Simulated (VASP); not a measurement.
# ScAlN2 (I4_1/amd) in VASP: further runs

Runs on ScAlN2. Level: PBE. Tasks: single point.

Everything below comes from runs of VASP 6.6.1. Logs are shortened: lines on timing, memory, paths and dates and some standing lists are left out, and cuts for length are marked.

## 1. Starting point

The structure is tetragonal, space group I4_1/amd (No. 141). The conventional cell has a = 4.399 Å, b = 4.399 Å, c = 8.397 Å, α = 90.00°, β = 90.00°, γ = 90.00°. Sc (site symmetry -4m2) is surrounded by 6 N at 2.20 Å. Around Al (site symmetry -4m2) lie 6 N at 1.99 to 2.20 Å. N (site symmetry 2mm) is surrounded by 3 Al at 1.99 to 2.20 Å and 3 Sc at 2.20 Å.

The cell comes from a database or a generator and needn't be the stable form of this composition.

## 2. Single point, PBE

Contents of INCAR:

```
PREC     = Accurate       # precision mode
ENCUT    = 520            # plane-wave cutoff, eV
EDIFF    = 1E-7           # SCF threshold, eV
ISMEAR   = 0              # smearing method
SIGMA    = 0.05           # smearing width, eV
LREAL    = False          # projectors in reciprocal space
LASPH    = True           # aspherical terms in the spheres
NELM     = 100            # most SCF steps
ALGO     = Normal         # electronic algorithm
ISIF     = 2              # what is computed and relaxed
LWAVE    = False          # write WAVECAR
LCHARG   = False          # write CHGCAR
GGA      = PE             # functional
ADDGRID  = False
```

Contents of KPOINTS:

```
regular mesh
0
Gamma
  6 6 6
```

Contents of POSCAR:

```
ScAlN2
1.0
   -2.1994840000      2.1994840000      4.1986215000
    2.1994840000     -2.1994840000      4.1986215000
    2.1994840000      2.1994840000     -4.1986215000
Sc Al N
2 2 4
Direct
    0.0000000000      0.0000000000      0.0000000000
    0.7500000000      0.2500000000      0.5000000000
    0.5000000000      0.5000000000      0.0000000000
    0.2500000000      0.7500000000      0.5000000000
    0.7375140000      0.7375140000      0.0000000000
    0.0124860000      0.5124860000      0.5000000000
    0.2624860000      0.2624860000      0.0000000000
    0.4875140000      0.9875140000      0.5000000000
```

Potentials or basis: VASP PAW PBE potentials, release 64 (Sc_sv, Al, N).

The run is started by

```
> cat potpaw_PBE.64/Sc_sv/POTCAR potpaw_PBE.64/Al/POTCAR potpaw_PBE.64/N/POTCAR > POTCAR
> mpirun -np 1 vasp_std > vasp.out
```

OUTCAR:

```text
PREC = Accurate
   ENCUT = 520
   EDIFF = 1E-7
   ISMEAR = 0
   LREAL = False
   LASPH = True
   NELM = 100
   ISIF = 2
   GGA = PE

 Found     30 irreducible k-points:

 Following reciprocal coordinates:
            Coordinates               Weight
  0.000000  0.000000  0.000000      1.000000
  0.166667  0.000000 -0.000000      8.000000
  0.333333  0.000000  0.000000      8.000000
  0.500000 -0.000000  0.000000      4.000000
  0.166667  0.166667  0.000000      8.000000
  0.333333  0.166667 -0.000000     16.000000
   k-points           NKPTS =     30   k-points in BZ     NKDIM =     30   number of bands    NBANDS=     29
   number of dos      NEDOS =    301   number of ions     NIONS =      8
   total plane-waves  NPLWV =  64000
   dimension x,y,z NGX =    40 NGY =   40 NGZ =   40
   dimension x,y,z NGXF=    80 NGYF=   80 NGZF=   80
   ions per type =               2   2   4
   NGX,Y,Z   is equivalent  to a cutoff of  12.73, 12.73, 12.73 a.u.
   NGXF,Y,Z  is equivalent  to a cutoff of  25.45, 25.45, 25.45 a.u.
 SYSTEM =  unknown system
   PREC   = accura    normal or accurate (medium, high low for compatibility)
   ISTART =      0    job   : 0-new  1-cont  2-samecut
   ICHARG =      2    charge: 1-file 2-atom 10-const
   ISPIN  =      1    spin polarized calculation?
   LNONCOLLINEAR =      F non collinear calculations
   LSORBIT =      F    spin-orbit coupling
   LASPH  =      T    aspherical Exc in radial PAW
   ENCUT  =  520.0 eV  38.22 Ry    6.18 a.u.   9.72  9.72  9.72*2*pi/ulx,y,z
   NELM   =    100;   NELMIN=  2; NELMDL= -5     # of ELM steps
   EDIFF  = 0.1E-06   stopping-criterion for ELM
   LREAL  =      F    real-space projection
   EDIFFG = 0.1E-05   stopping-criterion for IOM
   NSW    =      0    number of steps for IOM
   IBRION =     -1    ionic relax: 0-MD 1-quasi-New 2-CG
   NFREE  =      0    steps in history (QN), initial steepest desc. (CG)
   ISIF   =      2    stress and relaxation
   ISYM   =      2    0-nonsym 1-usesym 2-fastsym
   POTIM  = 0.5000    time-step for ionic-motion
   TEBEG  =    0.0;   TEEND  =   0.0 temperature during run
   PSTRESS=    0.0 pullay stress
   NELECT =      48.0000    total number of electrons
   NUPDOWN=      -1.0000    fix difference up-down
   EMIN   =  10.00;   EMAX   =-10.00  energy-range for DOS
   EFERMI =   0.00;   METHOD = LEGACY
   ISMEAR =     0;   SIGMA  =   0.05  broadening in eV -4-tet -1-fermi 0-gaus
   EFERMI_NEDOS =   21; number of points for ismear=-14 and -15
   IALGO  =     38    algorithm
   IMIX   =      4    mixing-type and parameters
     AMIX     =   0.40;   BMIX     =  1.00
     AMIX_MAG =   1.60;   BMIX_MAG =  1.00
  volume/ion in A,a.u.               =      10.16        68.54
  Fermi-wavevector in a.u.,A,eV,Ry     =   1.373681  2.595880 25.674176  1.886999
  Thomas-Fermi vector in A             =   2.499176
   LORBIT       =      0    0 simple, 1 ext, 2 COOP (PROOUT), +10 PAW based schemes
   GGA     = PE    functional components
   LHFCALC =     F    Hartree Fock is set to
   AEXX    =    0.0000 exact exchange contribution
   IVDW    =     0    specifies the selected vdW correction
   LEPSILON=     F    determine dielectric tensor
   LRPA    =     F    only Hartree local field effects (RPA)
 non-spin polarized calculation
 Gauss-broadening in eV      SIGMA  =   0.05
  energy-cutoff  :      520.00
  volume of cell :       81.25
 maximum number of plane-waves:      2224
   NGX = 19   NGY = 19   NGZ = 19

 number of electron      48.0000001 magnetization

 Free energy of the ion-electron system (eV)
  ---------------------------------------------------
  ext. energy  EPLUGINS =         0.00000000
  ---------------------------------------------------
  free energy    TOTEN  =       -64.85097063 eV

  energy without entropy =      -64.85097063  energy(sigma->0) =      -64.85097063

 E-fermi :   7.4705     XC(G=0): -11.9277

 val. band max:        7.2621938956   @ k =   0.0000   0.0000   0.0000
 cond. band min:       8.2175790338   @ k =   0.5000   0.5000   0.5000
 fundamental gap:      0.9553851382
 Fermi energy:         7.4705054753

 k-point     1 :       0.0000    0.0000    0.0000
  band No.  band energies     occupation
      1     -40.9221      2.00000
      2     -40.8159      2.00000
      3     -19.8250      2.00000
      4     -19.6718      2.00000
      5     -19.6718      2.00000
      6     -19.5144      2.00000
      7     -19.5144      2.00000
      8     -19.4587      2.00000
      9      -8.2819      2.00000
     10      -5.8574      2.00000
     11      -5.7326      2.00000
     12      -5.6327      2.00000
     13       2.5394      2.00000
     14       2.6702      2.00000
     15       2.6702      2.00000
     16       3.2137      2.00000
     17       3.2689      2.00000
     18       3.2689      2.00000
     19       4.0492      2.00000
     20       6.0615      2.00000
     21       6.0615      2.00000
     22       6.8111      2.00000
     23       7.2622      2.00000
     24       7.2622      2.00000
     25       8.3140      0.00000
     26      10.1022      0.00000
     27      10.1022      0.00000
     28      11.0356      0.00000
     29      11.1416      0.00000

 k-point     2 :       0.1667    0.0000   -0.0000
  band No.  band energies     occupation
      1     -40.9167      2.00000
      2     -40.8210      2.00000
      3     -19.8274      2.00000
      4     -19.7013      2.00000
      5     -19.6791      2.00000
      6     -19.5159      2.00000
      7     -19.5061      2.00000
      8     -19.4485      2.00000
      9      -8.0724      2.00000
     10      -5.9887      2.00000
     11      -5.7308      2.00000
     12      -5.5383      2.00000
     13       2.0057      2.00000
     14       2.4997      2.00000
     15       2.5632      2.00000
     16       2.7466      2.00000
     17       3.4998      2.00000
     18       4.1483      2.00000
     19       4.6461      2.00000
     20       5.6071      2.00000
     21       5.7614      2.00000
     22       6.1100      2.00000
     23       6.7301      2.00000
     24       7.0091      2.00000
     25       9.0039      0.00000
     26       9.9618      0.00000
     27      10.2046      0.00000
     28      11.3178      0.00000
     29      11.5006      0.00000

 k-point     3 :       0.3333    0.0000    0.0000
  band No.  band energies     occupation
      1     -40.9037      2.00000
      2     -40.8335      2.00000
      3     -19.8343      2.00000
      4     -19.7557      2.00000
      5     -19.6918      2.00000
      6     -19.5098      2.00000
      7     -19.4912      2.00000
      8     -19.4389      2.00000
      9      -7.5122      2.00000
     10      -6.1584      2.00000
     11      -6.0371      2.00000
     12      -5.2921      2.00000
     13       1.7571      2.00000
     14       2.2788      2.00000
     15       2.3870      2.00000
     16       2.5983      2.00000
     17       3.8568      2.00000
     18       4.2790      2.00000
     19       4.6334      2.00000
     20       4.9748      2.00000
     21       5.5011      2.00000
     22       5.5271      2.00000
     23       6.4231      2.00000
     24       6.4756      2.00000
     25       9.6693      0.00000
     26      10.3500      0.00000
     27      10.5708      0.00000
     28      11.7230      0.00000
     29      11.9664      0.00000

 k-point     4 :       0.5000   -0.0000    0.0000
  band No.  band energies     occupation
      1     -40.8949      2.00000
      2     -40.8419      2.00000
      3     -19.8373      2.00000
      4     -19.7833      2.00000
      5     -19.6975      2.00000
      6     -19.5009      2.00000
      7     -19.4844      2.00000
      8     -19.4396      2.00000
      9      -6.8527      2.00000
     10      -6.6977      2.00000
     11      -6.1197      2.00000
     12      -5.1734      2.00000
     13       1.7933      2.00000
     14       2.1910      2.00000
     15       2.5136      2.00000
     16       2.7856      2.00000
     17       3.1861      2.00000
     18       4.0117      2.00000
     19       4.4201      2.00000
     20       4.7326      2.00000
     21       5.6252      2.00000
     22       5.9427      2.00000
     23       6.1203      2.00000
     24       6.2564      2.00000
     25       9.5699      0.00000
     26      11.1285      0.00000
     27      11.2284      0.00000
     28      11.7492      0.00000
     29      11.8338      0.00000

 k-point     5 :       0.1667    0.1667    0.0000
  band No.  band energies     occupation
      1     -40.9085      2.00000
      2     -40.8289      2.00000
      3     -19.8205      2.00000
      4     -19.7408      2.00000
      5     -19.6848      2.00000
      6     -19.5256      2.00000
      7     -19.4802      2.00000
      8     -19.4490      2.00000
      9      -7.7859      2.00000
     10      -6.1428      2.00000
     11      -5.7471      2.00000
     12      -5.5027      2.00000
     13       1.4862      2.00000
     14       2.1741      2.00000
     15       2.5262      2.00000
     16       3.4317      2.00000
     17       3.5719      2.00000
     18       4.7570      2.00000
     19       4.9194      2.00000
     20       5.1755      2.00000
     21       5.2202      2.00000
     22       5.6720      2.00000
     23       6.5215      2.00000
     24       6.5259      2.00000
     25       9.5469      0.00000
     26       9.8585      0.00000
     27      10.0454      0.00000
     28      11.3223      0.00000
     29      11.9623      0.00000

 k-point     6 :       0.3333    0.1667   -0.0000
  band No.  band energies     occupation
      1     -40.8949      2.00000
      2     -40.8419      2.00000
      3     -19.8283      2.00000
      4     -19.7905      2.00000
      5     -19.6883      2.00000
      6     -19.5395      2.00000
      7     -19.4571      2.00000
      8     -19.4388      2.00000
      9      -7.1866      2.00000
     10      -6.2598      2.00000
     11      -6.0085      2.00000
     12      -5.3765      2.00000
     13       1.1368      2.00000
     14       1.9477      2.00000
     15       2.6108      2.00000
     16       3.3809      2.00000
     17       3.6187      2.00000
     18       4.1951      2.00000
     19       4.7558      2.00000
     20       4.9560      2.00000
     21       5.3112      2.00000
     22       5.6602      2.00000
     23       5.9490      2.00000
     24       6.3025      2.00000
     25       9.7138      0.00000
     26      10.3693      0.00000
     27      10.6455      0.00000
     28      11.6308      0.00000
     29      12.0823      0.00000

 [... further k-points ...]

------------------------ aborting loop because EDIFF is reached ----------------------------------------

  FORCE on cell =-STRESS in cart. coord.  units (eV):
  Direction    XX          YY          ZZ          XY          YZ          ZX
  --------------------------------------------------------------------------------------
  -------------------------------------------------------------------------------------
  Total        0.0099548      0.0099548     -0.0012621      0.0000000      0.0000000      0.0000000
  in kB        0.1963066      0.1963066     -0.0248879      0.0000000      0.0000000      0.0000000
  external PRESSURE =       0.1225751 kB  Pullay stress =       0.0000000 kB

 VOLUME and BASIS-vectors are now :
 -----------------------------------------------------------------------------
  energy-cutoff  :      520.00
  volume of cell :       81.25
      direct lattice vectors                 reciprocal lattice vectors
    -2.199484000  2.199484000  4.198621500     0.000000000  0.227326046  0.119086705
     2.199484000 -2.199484000  4.198621500     0.227326046  0.000000000  0.119086705
     2.199484000  2.199484000 -4.198621500     0.227326046  0.227326046  0.000000000

 POSITION                                       TOTAL-FORCE (eV/Angst)
 -----------------------------------------------------------------------------------
      0.00000      0.00000      0.00000         0.000000      0.000000     -0.000000
      0.00000      2.19948      2.09931         0.000000      0.000000     -0.000000
      0.00000      0.00000      4.19862         0.000000      0.000000     -0.000000
      2.19948      0.00000      2.09931         0.000000      0.000000     -0.000000
      0.00000      0.00000      6.19308        -0.000000      0.000000      0.002576
      2.19948      0.00000      0.10485         0.000000     -0.000000     -0.002576
      0.00000      0.00000      2.20416        -0.000000      0.000000     -0.002576
      2.19948      0.00000      4.09377         0.000000     -0.000000      0.002576
 -----------------------------------------------------------------------------------
    total drift:                               -0.000000      0.000000     -0.000000

  FREE ENERGIE OF THE ION-ELECTRON SYSTEM (eV)
  ---------------------------------------------------
  free  energy   TOTEN  =       -64.8509706260 eV

  energy  without entropy=      -64.8509706260  energy(sigma->0) =      -64.85097063
```

Run time: 1.8 min. Hardware: 1 thread of AMD EPYC 7R13 (Zen 3), shared host; peak memory 0.23 GiB.

These settings aren't checked as converged: the numbers below hold their error.

Results:

```
Free energy            : -64.8510 eV
Pressure               : 0.0 GPa
Band gap on the k mesh : 0.96 eV, indirect (least direct gap 1.05 eV)
```

[end of part 1 of 2]
